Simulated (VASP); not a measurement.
Input of a VASP 6.6.1 run:

File INCAR:

```
SYSTEM = Zn
  PREC = Accurate
  ENCUT = 520
  EDIFF = 1E-6
  ISMEAR = 0
  SIGMA = 0.05
  LREAL = .FALSE.
  LASPH = .TRUE.
  NELM = 100
  ALGO = Normal
  ISIF = 2
  LWAVE = .FALSE.
  LCHARG = .TRUE.
  GGA = PE
  LELF = .TRUE.
  LVHAR = .TRUE.
  NBANDS = 12
```

File KPOINTS:

```
regular mesh
0
G
  8 8 8
  0 0 0
```

POSCAR

```
Zn
1.0
   -1.5579542547      1.5579542547      1.5579542547
    1.5579542547     -1.5579542547      1.5579542547
    1.5579542547      1.5579542547     -1.5579542547
Zn
1
Direct
    0.0000000000      0.0000000000      0.0000000000
```

Potentials or basis: VASP PAW PBE potentials, release 64 (Zn).

Launch:

```console
$ cat potpaw_PBE.64/Zn/POTCAR > POTCAR
$ mpirun -np 1 vasp_std > vasp.out
```

**Question.** Predict the pressure.

**Answer.** 0.6 GPa.

**Question.** What does it give for the band gap on the k mesh?

**Answer.** None (metal or under the smearing width).
